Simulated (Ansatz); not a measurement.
Input and command of a calculation in Ansatz (plane waves; scalar-relativistic PAW potentials unless the input names others):

```yaml
crystal:
  lattice:
    - [0.0, 2.0668851171, 2.098360525]
    - [2.0668851171, 0.0, 2.098360525]
    - [2.0668851171, 2.0668851171, 0.0]
  atoms:
    - { symbol: Ge, position: [0.0, 0.0, 0.0] }
basis:
  ecutwfc: 420
kpoints:
  mp_grid: { grid: [10, 10, 10] }
hamiltonian:
  xc: pbe
  dispersion: d3bj
scf:
  occupations: { method: fermi_dirac, width: 0.15 }
  mixing: { algorithm: msr1, beta: 0.2, ndim: 8 }
output:
  forces: true
  eigenvalues: true
  stress: true
```

```bash
ansatz run input.yaml --threads 1 --pin off --max-ram 1228MiB --backend cpu --events-out ev --progress --plain --runs-dir out
```

Abridged log:
```
Basis set: ecut = 420 eV, 339 PW (Γ), exchange–correlation on 40×40×40 points (8 copies of the dense FFT grid, shifted against one another)
Bands: 11, of which v1, the nominal top of the filled ones, is band 7 counted from 1 (6 counted from 0)
Symmetry: 16 space group operations
k-points: 102 of 1000
SCF iter   1: F=—  HF=-4295.013572 eV  |F-HF|=—  |Δ(HF+E_count)|=         —  Δρ=7.38e-4  dr2=3.63e-5  ethr=1.77e-3  ⟨swp⟩=5.0  Hψ=6076  notcnv=0
SCF iter   2: F=—  HF=-4295.013427 eV  |F-HF|=—  |Δ(HF+E_count)|=   1.44e-4  Δρ=5.72e-4  dr2=1.71e-5  ethr=2.59e-7  ⟨swp⟩=2.9  Hψ=2764  notcnv=0
SCF iter   3: F=—  HF=-4295.013468 eV  |F-HF|=—  |Δ(HF+E_count)|=   4.11e-5  Δρ=2.82e-4  dr2=3.75e-6  ethr=1.22e-7  ⟨swp⟩=2.9  Hψ=1833  notcnv=0
SCF iter   4: F=-4295.013483 eV  HF=-4295.013483 eV  |F-HF|=5.66e-8  |Δ(HF+E_count)|=   1.41e-5  Δρ=2.76e-5  dr2=4.38e-8  ethr=2.68e-8  ⟨swp⟩=3.0  Hψ=1916  notcnv=0
SCF iter   5: F=-4295.013483 eV  HF=-4295.013483 eV  |F-HF|=3.06e-9  |Δ(HF+E_count)|=   7.62e-8  Δρ=4.75e-6  dr2=1.25e-9  ethr=3.13e-10  ⟨swp⟩=2.0  Hψ=1830  notcnv=0
SCF iter   6: F=-4295.013483 eV  HF=-4295.013483 eV  |F-HF|=1.46e-11  |Δ(HF+E_count)|=   3.42e-9  Δρ=9.02e-7  dr2=9.90e-11  ethr=8.93e-12  ⟨swp⟩=1.2  Hψ=3028  notcnv=0
SCF 1 converged in 6 iterations: F = -4295.013483 eV  dr2 = 9.90e-11
SCF converged after 6 iterations
Free energy (F): -4295.013483 eV
Harris-Foulkes:  -4295.013483 eV  (|F-HF|=1.46e-11)
Internal energy: -4294.975720 eV  (E = F + TS)
E sigma→0 (E₀):  -4294.994601 eV
Entropy (-TS):   -0.037762 eV (-37.762 meV/atom)
Fermi energy:    12.011407 eV
  E_disp       = -0.369195  (pairwise vdW)
--- Forces (eV/Å), atoms counted from 1 ---
  atom   1  Ge     0.00000000     0.00000000     0.00000000
--- Stress (GPa, compression-positive) ---
        2.790366       0.000000       0.000000
        0.000000       2.790366       0.000000
        0.000000       0.000000       3.461482
  P = ⅓ Tr σ = 3.0141 GPa (30.141 kbar)
```

Apart from outputs and empty bands, the input differs from a reference run on usual settings in scf.mixing.algorithm: not typed → "msr1"; scf.mixing.beta: not typed → 0.2; scf.mixing.ndim: not typed → 8; kpoints.mp_grid.grid: [20, 20, 20] → [10, 10, 10]; scf.occupations.method: "gaussian" → "fermi_dirac". The reference, at the same geometry (not necessarily relaxed), gave pressure 3.16 GPa, largest force 0.000 eV/Å, no gap on the mesh. This run converged in 6 SCF iterations (reference: 6) with an energy at zero smearing 5.55 meV/atom below the reference's, pressure 3.01 GPa, largest force 0.000 eV/Å, no gap on the mesh. Its k mesh is looser than usual, and the result moved.